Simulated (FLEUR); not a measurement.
# Fixed-spin-moment curve of CoO with FLEUR, part 2 of 2

Wanted: E(M) for CoO, with its minima.

FLEUR MaX-R8.1; PBE; all-electron FLAPW, Dirac cores, scalar-relativistic bands.

So far, magnetization (μB): step 2 (unconstrained state) 2.88.

### Step 4. Moment fixed at 2.591 μB

Two Fermi energies hold the total moment; the run starts from the free run's density.

File inp.xml:

```
<?xml version="1.0" encoding="UTF-8" standalone="no"?>
<fleurInput fleurInputVersion="0.39">
   <comment>
      CoO
   </comment>
   <calculationSetup>
      <cutoffs Kmax="4.26" Gmax="12.8" GmaxXC="12.8" numbands="0"/>
      <scfLoop itmax="130" minDistance="0.00002" maxIterBroyd="15" imix="Anderson" alpha="0.05" precondParam="0.0" spinf="2.0" sdNocoIR="T"/>
      <coreElectrons ctail="T" frcor="F" kcrel="0" coretail_lmax="0"/>
      <xcFunctional name="pbe" relativisticCorrections="F"/>
      <magnetism jspins="2" fixed_moment="2.591"/>
      <soc l_soc="F" theta="0.0" phi="0.0" spav="F"/>
      <expertModes spex="0" secvar="F"/>
      <geometryOptimization l_f="F" forcealpha="1.0" forcemix="BFGS" epsdisp="0.00001" epsforce="0.00001"/>
      <ldaU l_linMix="F" mixParam="0.05" spinf="1.0"/>
   </calculationSetup>
   <cell>
      <bzIntegration valenceElectrons="23.0" mode="hist" fermiSmearingEnergy="0.00183747">
         <kPointListSelection listName="default-1"/>
         <xi:include xmlns:xi="http://www.w3.org/2001/XInclude" href="kpts.xml"> </xi:include>
      </bzIntegration>
      <xi:include xmlns:xi="http://www.w3.org/2001/XInclude" href="sym.xml"> </xi:include>
      <bulkLattice scale="1.0">
         <bravaisMatrix>
            <row-1>    2.8449251280691064     1.6425182885237120     4.6107936167605938</row-1>
            <row-2>   -2.8449251280691064     1.6425182885237120     4.6107936167605938</row-2>
            <row-3>    0.0000000000000000    -3.2850365770285270     4.6107936167605938</row-3>
         </bravaisMatrix>
      </bulkLattice>
   </cell>
   <atomSpecies>
      <species name="Cobalt (Co3.000" element="Co" atomicNumber="27">
         <mtSphere radius="2.5" gridPoints="827" logIncrement="0.015"/>
         <atomicCutoffs lmax="10" lnonsphr="8"/>
         <electronConfig flipSpins="F">
            <coreConfig>(1s1/2) (2s1/2) (2p1/2) (2p3/2)</coreConfig>
            <valenceConfig>(3s1/2) (3p1/2) (3p3/2) (4s1/2) (3d3/2) (3d5/2)</valenceConfig>
            <stateOccupation state="(3d3/2)" spinUp="2.0" spinDown="0.8"/>
            <stateOccupation state="(3d5/2)" spinUp="3.0" spinDown="1.2"/>
         </electronConfig>
         <energyParameters s="4" p="4" d="3" f="4"/>
         <lo type="SCLO" l="0" n="3" eDeriv="0"/>
         <lo type="SCLO" l="1" n="3" eDeriv="0"/>
      </species>
      <species name="Oxygen (O)" element="O" atomicNumber="8">
         <mtSphere radius="1.41" gridPoints="467" logIncrement="0.023"/>
         <atomicCutoffs lmax="6" lnonsphr="4"/>
         <electronConfig flipSpins="F">
            <coreConfig>(1s1/2)</coreConfig>
            <valenceConfig>(2s1/2) (2p1/2) (2p3/2)</valenceConfig>
            <stateOccupation state="(2p1/2)" spinUp="0.666667" spinDown="0.666667"/>
            <stateOccupation state="(2p3/2)" spinUp="1.333333" spinDown="1.333333"/>
         </electronConfig>
         <energyParameters s="2" p="2" d="3" f="4"/>
      </species>
   </atomSpecies>
   <atomGroups>
      <atomGroup species="Cobalt (Co3.000">
         <relPos label="                   1">.0000000000 .0000000000 .0000000000</relPos>
         <force calculate="T" relaxXYZ="TTT"/>
      </atomGroup>
      <atomGroup species="Oxygen (O)">
         <relPos label="                   2">1.000/2.000 1.000/2.000 1.000/2.000</relPos>
         <force calculate="T" relaxXYZ="TTT"/>
      </atomGroup>
   </atomGroups>
   <output dos="F" band="F" slice="F">
      <bandDOS minEnergy="-.5*Htr" maxEnergy="0.5*Htr" sigma="0.015" storeEVData="T"/>
      <plotting iplot="0" polar="F">
         <plot TwoD="T" vec1="  1.0  0.0  0.0" vec2="  0.0  1.0  0.0" vec3="  0.0  0.0  1.0" zero="  0.0  0.0  0.0" file="plot"/>
      </plotting>
      <moessbauerParams electricFieldGradient="F" isomerShift="F" coreHyperfine="F" valenceHyperfine="F"/>
   </output>
</fleurInput>
```

On the command line:

```bash
OMP_NUM_THREADS=1 mpirun -n 4 fleur_MPI > fleur.log
```

The program printed:

```text
[banner, memory and clock lines left out]
Welcome to FLEUR        (www.flapw.de)
      MaX-Release 8.1          (www.max-centre.eu)

 ========== k-point set info ==========
 Selected k-point list: default-1
 k-point list type: mesh
 0 x 0 x 0
 Number of k points: 68

 [... set-up left out ...]
 Iteration:     1   Distance:       6.88564266 me/bohr^3
 Iteration:     2   Distance:       6.52384774 me/bohr^3
 Iteration:     3   Distance:       3.83782295 me/bohr^3
 Iteration:     4   Distance:       0.75924422 me/bohr^3
 Iteration:     5   Distance:       0.42985174 me/bohr^3
 Iteration:     6   Distance:       0.16771150 me/bohr^3
 Iteration:     7   Distance:       0.07220256 me/bohr^3
 Iteration:     8   Distance:       0.04029630 me/bohr^3
[... lines left out ...]
 Iteration:    18   Distance:       0.00018964 me/bohr^3
 Iteration:    19   Distance:       0.00015047 me/bohr^3
 Iteration:    20   Distance:       0.00008875 me/bohr^3
 Iteration:    21   Distance:       0.00007670 me/bohr^3
 Iteration:    22   Distance:       0.00003404 me/bohr^3
 Iteration:    23   Distance:       0.00000972 me/bohr^3

 ********************************************************************
 Run finished successfully
 Stop message:
   all done
 ********************************************************************

--- out.xml (last complete iteration) ---
<iteration numberForCurrentRun="   23" overallNumber="   51">
         [... left out ...]
         <bandgap value="0.0000000000" units="eV"/>
         <sumValenceSingleParticleEnergies value="-7.6474590378" units="Htr"/>
         <bandgap value="0.0018360810" units="eV"/>
         <sumValenceSingleParticleEnergies value="-15.3610262058" units="Htr"/>
         <FermiEnergy value="0.3299972435" units="Htr"/>
         <FixedTotalMoment fermiEnergyUp="0.3220303976" fermiEnergyDown="0.3299972435" units="Htr"/>
         [... left out ...]
         <magneticMomentsInMTSpheres units="muBohr">
            <globalMagMoment atomType="1" vec="0.00000   0.00000   2.37604"/>
            <globalMagMoment atomType="2" vec="0.00000   0.00000   0.19536"/>
         </magneticMomentsInMTSpheres>
         [... left out ...]
         <totalEnergy value="    -1468.6851915462" units="Htr">
            <sumOfEigenvalues value="     -839.7758997430">
               <coreElectrons value="-824.4148735372"/>
               <valenceElectrons value="-15.3610262058"/>
            </sumOfEigenvalues>
         [... left out ...]
            <freeEnergy value="-1468.6866681066"/>
            <extrapolationTo0K value="-1468.6859298264"/>
         </totalEnergy>
         <densityConvergence units="me/bohr^3">
            <chargeDensity spin="1" distance="0.0000071711"/>
            <chargeDensity spin="2" distance="0.0000044473"/>
            <overallChargeDensity distance="0.0000097192"/>
            <spinDensity distance="0.0000069242"/>
         </densityConvergence>
      </iteration>
```

It took 11 s on 4 MPI ranks of AMD EPYC 9R45, shared host; peak memory 0.25 GiB; 45 s of CPU time.

Numbers from this step:

* magnetization: 2.591 μB

Its energy lies +20.8 meV a cell from the free run's.

### Step 5. Moment fixed at 3.238 μB

inp.xml: that of step 4 with these lines changed.

```diff
@@ -10,3 +10,3 @@
       <xcFunctional name="pbe" relativisticCorrections="F"/>
-      <magnetism jspins="2" fixed_moment="2.591"/>
+      <magnetism jspins="2" fixed_moment="3.238"/>
       <soc l_soc="F" theta="0.0" phi="0.0" spav="F"/>
```

The program printed:

```text
[banner, memory and clock lines left out]
Welcome to FLEUR        (www.flapw.de)
      MaX-Release 8.1          (www.max-centre.eu)

 ========== k-point set info ==========
 Selected k-point list: default-1
 k-point list type: mesh
 0 x 0 x 0
 Number of k points: 68

 [... set-up left out ...]
 Iteration:     1   Distance:       6.94017126 me/bohr^3
 Iteration:     2   Distance:       6.54425341 me/bohr^3
 Iteration:     3   Distance:       4.79253620 me/bohr^3
 Iteration:     4   Distance:       1.87295002 me/bohr^3
 Iteration:     5   Distance:       0.54422878 me/bohr^3
[...]
<sumOfEigenvalues value="     -840.1292287835">
               <coreElectrons value="-824.5723373476"/>
               <valenceElectrons value="-15.5568914359"/>
            </sumOfEigenvalues>
         [... left out ...]
            <freeEnergy value="-1468.6728787615"/>
            <extrapolationTo0K value="-1468.6723283901"/>
         </totalEnergy>
         <densityConvergence units="me/bohr^3">
            <chargeDensity spin="1" distance="0.0000004376"/>
            <chargeDensity spin="2" distance="0.0000031438"/>
            <overallChargeDensity distance="0.0000028833"/>
            <spinDensity distance="0.0000034405"/>
         </densityConvergence>
      </iteration>
```

It took 13 s on 4 MPI ranks; peak memory 0.25 GiB; 50 s of CPU time.

Numbers from this step:

* magnetization: 3.238 μB

Its energy lies +396.0 meV a cell from the free run's.

### Step 6. Moment fixed at 1.943 μB

inp.xml: that of step 5 with these lines changed.

```diff
@@ -10,3 +10,3 @@
       <xcFunctional name="pbe" relativisticCorrections="F"/>
-      <magnetism jspins="2" fixed_moment="3.238"/>
+      <magnetism jspins="2" fixed_moment="1.943"/>
       <soc l_soc="F" theta="0.0" phi="0.0" spav="F"/>
```

The program printed:

```text
[banner, memory and clock lines left out]
Welcome to FLEUR        (www.flapw.de)
      MaX-Release 8.1          (www.max-centre.eu)

 ========== k-point set info ==========
 Selected k-point list: default-1
 k-point list type: mesh
 0 x 0 x 0
 Number of k points: 68

 [... set-up left out ...]
 Iteration:     1   Distance:      22.61059155 me/bohr^3
 Iteration:     2   Distance:      21.53951080 me/bohr^3
 Iteration:     3   Distance:      13.41217554 me/bohr^3
 Iteration:     4   Distance:       4.04687646 me/bohr^3
 Iteration:     5   Distance:       1.34573705 me/bohr^3
[...]
<sumOfEigenvalues value="     -839.6424913382">
               <coreElectrons value="-824.3709823128"/>
               <valenceElectrons value="-15.2715090254"/>
            </sumOfEigenvalues>
         [... left out ...]
            <freeEnergy value="-1468.6834949796"/>
            <extrapolationTo0K value="-1468.6827908819"/>
         </totalEnergy>
         <densityConvergence units="me/bohr^3">
            <chargeDensity spin="1" distance="0.0000010883"/>
            <chargeDensity spin="2" distance="0.0000055775"/>
            <overallChargeDensity distance="0.0000063044"/>
            <spinDensity distance="0.0000049840"/>
         </densityConvergence>
      </iteration>
```

Wall time 13 s (4 MPI ranks); peak memory 0.26 GiB; 51 s of CPU time.

Numbers from this step:

| Item | Value |
| --- | --- |
| magnetization | 1.943 μB |

Its energy lies +107.2 meV a cell from the free run's.

### Step 7. All moments

The other moments were run in the same way.

Energy over the lowest against total spin moment:

| total spin moment (μB a cell) | energy over the lowest (meV a cell) |
| --- | --- |
| 0.00 | 477 |
| 0.65 | 398 |
| 1.29 | 255 |
| 1.94 | 107 |
| 2.59 | 20.8 |
| 2.88 | 0 |
| 3.24 | 396 |
| 3.89 | 2204 |

Moment, largest sphere moment against total spin moment:

| total spin moment (μB a cell) | moment, largest sphere moment (μB) |
| --- | --- |
| 0.00 | 0 |
| 0.65 | 0.680 |
| 1.29 | 1.31 |
| 1.94 | 1.87 |
| 2.59 | 2.38 |
| 2.88 | 2.58 |
| 3.24 | 2.78 |
| 3.89 | 3.11 |

### Step 8. What came out

| Property | Result |
| --- | --- |
| moment of the free run | 2.88 μB a cell |
| moment of the lowest point | 2.88 μB a cell |
| energy of the spinless run | 477 meV a cell over the lowest |

The lowest point lies 477 meV a cell under the spinless run, in free energy at a smearing of 0.05 eV. The point at zero is the spinless run. Opposed orders, which also have no total moment, were not run.

[Logs and program files are shortened in this print: banners, set-up blocks, solver, clock and traceback lines can be left out without a mark of their own.]

[Logs are printed without paths, hosts, clocks, repeated set-up lines and the standing remarks that a program may print on its own settings, such as how far it seeks lower states.]

[Hosts, paths, dates, database ids (printed as entryN), source tags and the programs' standing remarks are cut or masked in the printed files.]

[Where a cell is said to come from a database of computed structures, the database is the Materials Project.]
